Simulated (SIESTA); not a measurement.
Al under changes of volume

One of the cells (16.935 Å³/atom); the others are scaled copies at fixed shape and fractional positions:

```
Al
1.0
     0.00000    2.03821    2.03821
     2.03821    0.00000    2.03821
     2.03821    2.03821    0.00000
Al
1
Direct
  0.00000 0.00000 0.00000
```

| Property | Result |
| --- | --- |
| Program | SIESTA 5.4.2 |
| Functional | PBEsol |
| Potentials or basis | PseudoDojo 0.4 standard (PBEsol files) |
| Basis | DZP (energy shift 0.003 Ry) |
| Grid cutoff | 500 Ry |
| Energy shift | 0.003 Ry |
| k mesh | 11 × 11 × 11 |
| Occupations | fermi-dirac, width 0.05 eV |
| Spin | no spin polarisation |

```tsv
volume (Å³/atom)	energy over the lowest point (meV/atom)	pressure (GPa)
15.607	?	?
15.939	1.36	1.6
16.271	0.00	-0.2
16.935	7.88	-3.4
17.267	16.32	-4.7
17.599	27.30	-5.8
```

Q: What does the run at 15.607 Å³/atom give?

A: Energy over the lowest point 6.84 meV/atom; pressure 3.7 GPa.

Worked out: A Birch-Murnaghan fit of order 3 (a polynomial in V^(-2/3)) to the other rows has its minimum at 16.22 Å³/atom with B0 = V·E''(V) = 88 GPa and B' = 5.0. It gives 6.88 meV/atom at 15.607 Å³/atom, against the run's 6.84, and -dE/dV = 3.7 GPa, against 3.7.

Energies are extrapolated to zero smearing.

Caveats: the basis of atomic orbitals isn't converged, which shifts pressures, moduli and gaps.
